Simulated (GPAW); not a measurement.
# MoS2 (P6_3/mmc) in GPAW: band structure with WC

Aim: the band structure of MoS2 with WC.

Program: GPAW 26.7.0. These are calculated values, not measurements. Logs are shortened: lines on timing, memory, paths and dates and some standing lists are left out, and cuts for length are marked. The log counts tension as positive stress, the text compression.

**The experiment to reproduce.**

“Multiwavelength excitation Raman Scattering Analysis of bulk and 2 dimensional MoS2: Vibrational properties of atomically thin MoS2 layers”, 2015, arxiv:1506.03228 reports, for a bulk crystal of MoS2 at 300 K: band gap 1.3 eV (indirect).

The runs below are set against these values where they give the same quantity.

### Step 1. The structure

The structure is hexagonal, space group P6_3/mmc (No. 194). Conventional cell: a = 3.169 Å, b = 3.169 Å, c = 12.324 Å, α = 90.00°, β = 90.00°, γ = 120.00°. Around Mo (site symmetry -6m2) lie 6 S at 2.41 Å. Around S (site symmetry 3m) lie 3 Mo at 2.41 Å.

### Step 2. Band structure, WC, spin-orbit coupling, no magnetisation

run.py

```python
import numpy as np
from ase.dft.bandgap import bandgap
from ase.io import read, write
from ase.units import GPa
from gpaw import GPAW, PW, setup_paths
from gpaw.spinorbit import soc_eigenstates

setup_paths.insert(0, '.')

atoms = read('MoS2.cif')

calc = GPAW(mode=PW(600),
            xc='WC',
            kpts={'size': (6, 6, 2), 'gamma': True},
            occupations={'name': 'fermi-dirac', 'width': 0.05},
            nbands=46,
            convergence={'density': 1e-05, 'energy': 1e-05},
            maxiter=150,
            txt='gpaw.txt')
atoms.calc = calc
energy = atoms.get_potential_energy()
forces = atoms.get_forces()
stress = atoms.get_stress()
calc.write('gs.gpw')
write('result.traj', atoms)
print(f'Energy: {energy:.6f} eV')
print('Forces (eV/A):')
print(forces.round(4))
print('Stress (GPa):', (stress / GPa).round(3))
print('Fermi level:', round(calc.get_fermi_level(), 4), 'eV')
print(f'Gap: {bandgap(calc)[0]:.4f} eV, direct: {bandgap(calc, direct=True)[0]:.4f} eV')

path = atoms.cell.bandpath('GMKGALHA,LM,KH', npoints=60, eps=1e-4)
bs_calc = calc.fixed_density(kpts=path, symmetry='off', nbands=69,
                             convergence={'bands': 'CBM+6.0', 'eigenstates': 1e-6}, txt='bands.txt')
bs = bs_calc.band_structure()
bs.write('bs.json')
print(f'Gap on the path: {bandgap(bs_calc)[0]:.4f} eV')

soc = soc_eigenstates(bs_calc, theta=0, phi=0)
np.savetxt('soc_bands.dat', soc.eigenvalues(), fmt='%.4f')
mesh = soc_eigenstates('gs.gpw', theta=0, phi=0)
np.savetxt('soc_mesh.dat', mesh.eigenvalues(), fmt='%.4f')
print('Fermi level with spin-orbit coupling:', round(mesh.fermi_level, 4), 'eV')
```

MoS2.cif

```cif
data_MoS2
_cell_length_a 3.16900000
_cell_length_b 3.16900000
_cell_length_c 12.32400000
_cell_angle_alpha 90.00000000
_cell_angle_beta 90.00000000
_cell_angle_gamma 120.00000000
_space_group_name_H-M_alt 'P1'
_space_group_name_Hall 'P 1'
_space_group_IT_number 1
loop_
_space_group_symop_operation_xyz
'x,y,z'
loop_
_atom_site_label
_atom_site_type_symbol
_atom_site_symmetry_multiplicity
_atom_site_Wyckoff_symbol
_atom_site_fract_x
_atom_site_fract_y
_atom_site_fract_z
_atom_site_occupancy
Mo1 Mo 1 a 0.6666666667 0.3333333333 0.7500000000 1
Mo2 Mo 1 a 0.3333333333 0.6666666667 0.2500000000 1
S1 S 1 a 0.6666666667 0.3333333333 0.3770000000 1
S2 S 1 a 0.3333333333 0.6666666667 0.8770000000 1
S3 S 1 a 0.6666666667 0.3333333333 0.1230000000 1
S4 S 1 a 0.3333333333 0.6666666667 0.6230000000 1
```

Potentials or basis: PAW data sets generated in the run's folder for this functional, pw.

Launch:

```console
$ gpaw-setup -f WC Mo S
$ OMP_NUM_THREADS=1 python run.py
```

gpaw.txt:

```text
__  _  _
 | _ |_)|_||  |
 |__||  | ||/\| - 26.7.0

Input parameters:
  mode=PW(ecut=600.0),
  convergence={'density': 1e-05, 'energy': 1e-05},
  kpts=MonkhorstPack(size=(6, 6, 2), gamma=True),
  maxiter=150,
  nbands=46,
  occupations=Occupations(name='fermi-dirac', width=0.05),
  xc=XC(name='WC')

Diagonalizing LCAO Hamiltonian
Converting LCAO to pw mode

        S

           Mo
        S

           S
        Mo

           S

Atoms  # Å, Bohr magnetons
|   | symbol |         x |        y |         z |    initial magnetic moments |
|---|--------|-----------|----------|-----------|-----------------------------|
| 0 |     Mo |  1.584500 | 0.914812 |  9.243000 | ( 0.0000,  0.0000,  0.0000) |
| 1 |     Mo | -0.000000 | 1.829623 |  3.081000 | ( 0.0000,  0.0000,  0.0000) |
| 2 |      S |  1.584500 | 0.914812 |  4.646148 | ( 0.0000,  0.0000,  0.0000) |
| 3 |      S | -0.000000 | 1.829623 | 10.808148 | ( 0.0000,  0.0000,  0.0000) |
| 4 |      S |  1.584500 | 0.914812 |  1.515852 | ( 0.0000,  0.0000,  0.0000) |
| 5 |      S | -0.000000 | 1.829623 |  7.677852 | ( 0.0000,  0.0000,  0.0000) |

Unit cell  # Å
| periodic |         x |        y |         z |   lengths |     angles |
|----------|-----------|----------|-----------|-----------|------------|
|      yes |  3.169000 | 0.000000 |  0.000000 |  3.169000 |  90.000000 |
|      yes | -1.584500 | 2.744435 |  0.000000 |  3.169000 |  90.000000 |
|      yes |  0.000000 | 0.000000 | 12.324000 | 12.324000 | 120.000000 |

Number of symmetries: 12
Symmetry operations  # r_c * U_cc + t_c -> r_c
|    | kind |            matrix            |
|----|------|------------------------------|
|  0 |  σ   |  1, 1, 0,  0,-1, 0,  0, 0, 1 |
|  1 |  S6  |  1, 1, 0, -1, 0, 0,  0, 0,-1 |
|  2 |  E   |  1, 0, 0,  0, 1, 0,  0, 0, 1 |
|  3 |  C2  |  1, 0, 0, -1,-1, 0,  0, 0,-1 |
|  4 |  C2  |  0, 1, 0,  1, 0, 0,  0, 0,-1 |
|  5 |  C3  |  0, 1, 0, -1,-1, 0,  0, 0, 1 |
|  6 |  S6  |  0,-1, 0,  1, 1, 0,  0, 0,-1 |
|  7 |  σ   |  0,-1, 0, -1, 0, 0,  0, 0, 1 |
|  8 |  σ   | -1, 0, 0,  1, 1, 0,  0, 0, 1 |
|  9 |  i   | -1, 0, 0,  0,-1, 0,  0, 0,-1 |
| 10 |  C3  | -1,-1, 0,  1, 0, 0,  0, 0, 1 |
| 11 |  C2  | -1,-1, 0,  0, 1, 0,  0, 0,-1 |

BZ-sampling:
  Number of BZ points: 72
  Number of IBZ points: 14

  Monkhorst-Pack size: [6, 6, 2]
  Monkhorst-Pack shift: [0.08333333333333333, 0.08333333333333333, 0.25]

K-points  # in reciprocal-cell coordinates
|     |                                coordinates |     weight |
|-----|--------------------------------------------|------------|
|   0 | (  0.00000000,   0.00000000,   0.00000000) | 0.01388889 |
|   1 | (  0.00000000,   0.00000000,   0.50000000) | 0.01388889 |
|   2 | (  0.16666667,   0.00000000,   0.00000000) | 0.08333333 |
|   3 | (  0.16666667,   0.00000000,   0.50000000) | 0.08333333 |
|   4 | (  0.33333333,  -0.16666667,   0.00000000) | 0.08333333 |
|   5 | (  0.33333333,  -0.16666667,   0.50000000) | 0.08333333 |
|   6 | (  0.33333333,   0.00000000,   0.00000000) | 0.08333333 |
|   7 | (  0.33333333,   0.00000000,   0.50000000) | 0.08333333 |
|   8 | (  0.33333333,   0.33333333,   0.00000000) | 0.02777778 |
|   9 | (  0.33333333,   0.33333333,   0.50000000) | 0.02777778 |
| ... |                                            |            |
|  13 | (  0.50000000,   0.50000000,   0.50000000) | 0.04166667 |

Plane wave coefficients: 3614
Cutoff: 600.0 eV

Spin-components: 1 (collinear spins)
Bands:           46
Projectors:      32
Spin-degeneracy: 2
Datatype:        complex128

Parallelization:
  kpt:    1
  domain: 1
  band:   1

Density:
  Valence electrons: 52.0
  Components: 1
  Grid points: [18 18 70]
  Charge: 0.0  # |e|

Potential:
  Grid points: [18 18 70]

species:
  Mo:
    name:    Molybdenum
    Z:       42.0
    valence: 14
    core:    28
    charge:  0.0  # [|e|]
    compensation charges:
      type: gauss
      rc: 0.38  # [Å]
      lmax: 2
    cutoffs:
      filter: 2.16  # [Å]
      core: 1.42  # [Å]
    projectors
    | kind |    occ | energy [eV] | rcut [Å] |
    |------|--------|-------------|----------|
    |   4s |  2.000 |     -64.291 |    1.238 |
    |   5s |  1.000 |      -4.116 |    1.238 |
    |   4p |  6.000 |     -38.470 |    1.296 |
    |   5p |  0.000 |      -0.986 |    1.296 |
    |   4d |  5.000 |      -3.762 |    1.296 |
    |    d |        |      23.449 |    1.296 |

    Using partial waves for Mo as LCAO basis

  S:
    name:    Sulfur
    Z:       16.0
    valence: 6
    core:    10
    charge:  0.0  # [|e|]
    compensation charges:
      type: gauss
      rc: 0.24  # [Å]
      lmax: 2
    cutoffs:
      filter: 1.77  # [Å]
      core: 1.66  # [Å]
    projectors
    | kind |    occ | energy [eV] | rcut [Å] |
    |------|--------|-------------|----------|
    |   3s |  2.000 |     -17.205 |    0.974 |
    |   3p |  4.000 |      -6.981 |    0.979 |
    |    s |        |      10.007 |    0.974 |
    |    p |        |      20.231 |    0.979 |
    |    d |        |       0.000 |    0.900 |

    Using partial waves for S as LCAO basis

Reference energy: -263635.935480  # eV

eigensolver:
  PPCG
  Converge bands: occupied
  niter=2

density mixing:
  MSR1-Mixer
  Pratt-step length: 0.05
  Maximum mixing coefficient: 0.75
  Old densities: 10
  SVD Regularization: 0.005
  Good broyden scale: 1.0
  Trust region scale: 1.0
  Backstep threshold: 4.0
  History deletion threshold: 6.0
  Fourier metric: weight=20.0, sigma=0.015

occupation numbers:
  Fermi-Dirac:
    width: 0.0500  # eV

poisson solver:
  ecut: 4800.0  # eV

xc functional:
  name: WC with 2 nearest neighbor stencil

convergence criteria:
- Maximum integral of absolute [dens]ity change: 1e-05 electrons / valence electron
- Maximum [total energy] change in last 3 cyles: 1e-05 eV / valence electron
- Maximum integral of absolute [eigenst]ate change: 4e-08 eV^2 / valence electron
maximum number of iterations: 150

SCF iterations
|iter     | |      energy | eigst |  dens |
|---------|-|-------------|-------|-------|
|iter:   1| |  -49.927833 | +0.56 |       |
|iter:   2| |  -49.115811 | -1.14 | -0.99 |
|iter:   3| |  -47.161477 | -1.16 | -1.07 |
|iter:   4| |  -47.025174 | -1.95 | -1.46 |
|iter:   5| |  -47.035697 | -2.56 | -1.79 |
|iter:   6| |  -47.043671 | -2.97 | -2.00 |
|iter:   7| |  -47.008394 | -3.19 | -2.06 |
|iter:   8| |  -47.008386 | -4.96 | -3.13 |
|iter:   9| |  -47.008389c| -6.05 | -3.56 |
|iter:  10| |  -47.008389c| -7.32 | -4.39 |
|iter:  11| |  -47.008389c| -7.80c| -4.88 |
|iter:  12| |  -47.008389c| -8.29c| -5.45c|

Converged in 12 steps
Energy contributions relative to reference atoms: (reference = -263635.935480)

Energy contributions:
  Kinetic:          -8.298914
  Coulomb:          -5.142163
  Zero:             -0.150615
  External:          0.000000
  Xc:              -33.416691
  Entropy:          -0.000015
  Spinorbit:         0.000000
  ----------------------------
  Free energy:     -47.008396
  Extrapolated:    -47.008389

dipole moment: (0.000001, 0.000002, 0.000007)  # |e|*Ang

Fermi level: 8.441
Eigenvalues  # (at kpt = [0.000, 0.000, 0.000])
| band index |      eig [eV] | occ [0-2] |
|------------|---------------|-----------|
|          0 |       -53.464 |     2.000 |
|        ... |               |           |
|         18 |         4.824 |     2.000 |
|         19 |         5.909 |     2.000 |
|         20 |         5.909 |     2.000 |
|         21 |         5.956 |     2.000 |
|         22 |         5.956 |     2.000 |
|         23 |         6.893 |     2.000 |
[... 8 lines left out ...]
|         32 |        10.504 |     0.000 |
|         33 |        10.504 |     0.000 |
|        ... |               |           |
|         45 |        20.432 |     0.000 |

Gap: 0.841 eV
Transition (v -> c):
  (s=0, k=0, n=25, [0.00, 0.00, 0.00]) -> (s=0, k=4, n=26, [0.33, -0.17, 0.00])
Direct/indirect transitions are different
Direct gap: 1.636 eV
Transition at: (s=0, k=8, n=25, [0.33, 0.33, 0.00])

Forces  # eV/Ang
|        x |        y |        z |
|----------|----------|----------|
| -0.00000 | -0.00000 | -0.00009 |  # Mo   0
|  0.00000 |  0.00000 |  0.00009 |  # Mo   1
|  0.00000 | -0.00000 | -0.25234 |  # S    2
|  0.00000 |  0.00000 | -0.25220 |  # S    3
| -0.00000 | -0.00000 |  0.25220 |  # S    4
|  0.00000 |  0.00000 |  0.25234 |  # S    5

Stress tensor  # eV/Ang^3
|         x |         y |         z |
|-----------|-----------|-----------|
|  0.016553 | -0.000000 |  0.000000 |
| -0.000000 |  0.016553 | -0.000000 |
|  0.000000 | -0.000000 |  0.012646 |

# Writing to gs.gpw (mode='')
```

Run time: 3.8 min. Hardware: 1 thread of Arm Neoverse V1, shared host; peak memory 0.62 GiB.

What came out:

```
Free energy             : -47.0084 eV
Pressure                : -2.4 GPa
Largest force           : 0.252 eV/Å
Band gap on the k mesh  : 0.84 eV, indirect (least direct gap 1.60 eV)
Band gap along the path : 0.82 eV, indirect (least direct gap 1.60 eV)
```

Forces on the atoms (eV/Å):
```
Mo   0.000  0.000  0.000
Mo   0.000  0.000  0.000
S    0.000  0.000 -0.252
S    0.000  0.000 -0.252
S    0.000  0.000  0.252
S    0.000  0.000  0.252
```

Stress tensor (GPa, compression positive):
```
-2.65  0.00  0.00
 0.00 -2.65  0.00
 0.00  0.00 -2.03
```

Levels at the corners of the path, in eV from the valence-band top:
| point | band 50 | band 51 | band 52 | band 53 | band 54 | band 55 |
| --- | --- | --- | --- | --- | --- | --- |
| Γ | -1.17 | 0.00 | 0.00 | 2.04 | 2.04 | 2.07 |
| M | -1.40 | -1.28 | -1.28 | 1.56 | 1.56 | 1.60 |
| K | -0.81 | -0.59 | -0.59 | 1.01 | 1.01 | 1.01 |
| Γ | -1.17 | 0.00 | 0.00 | 2.04 | 2.04 | 2.07 |
| A | -0.27 | -0.27 | -0.27 | 2.05 | 2.05 | 2.05 |
| L | -1.33 | -1.33 | -1.33 | 1.58 | 1.58 | 1.58 |
| H | -0.79 | -0.64 | -0.64 | 1.01 | 1.01 | 1.02 |
| A | -0.27 | -0.27 | -0.27 | 2.05 | 2.05 | 2.05 |
| L | -1.33 | -1.33 | -1.33 | 1.58 | 1.58 | 1.58 |
| M | -1.40 | -1.28 | -1.28 | 1.56 | 1.56 | 1.60 |
| K | -0.81 | -0.59 | -0.59 | 1.01 | 1.01 | 1.01 |
| H | -0.79 | -0.64 | -0.64 | 1.01 | 1.01 | 1.02 |

Caveat: the k mesh is coarse; spin-orbit coupling was added after a scalar SCF, so levels and gaps hold it while energy, forces, pressure and moments don't; this program's spin-orbit splittings come out too wide for heavy elements; this functional lacks dispersion, which binds the layers, so the pressure and a relaxed spacing across them are unreliable.

### Step 3. Against experiment

Step 2. Measured gap of MoS2: 1.3 eV (indirect; 300 K; “Multiwavelength excitation Raman Scattering Analysis of bulk and 2 dimensional MoS2: Vibrational properties of atomically thin MoS2 layers”, 2015, arxiv:1506.03228). This calculation gives 0.82 eV (-0.48 eV). The value is that of WC, without temperature or zero-point motion. Semilocal functionals fall short of measured gaps as a rule.
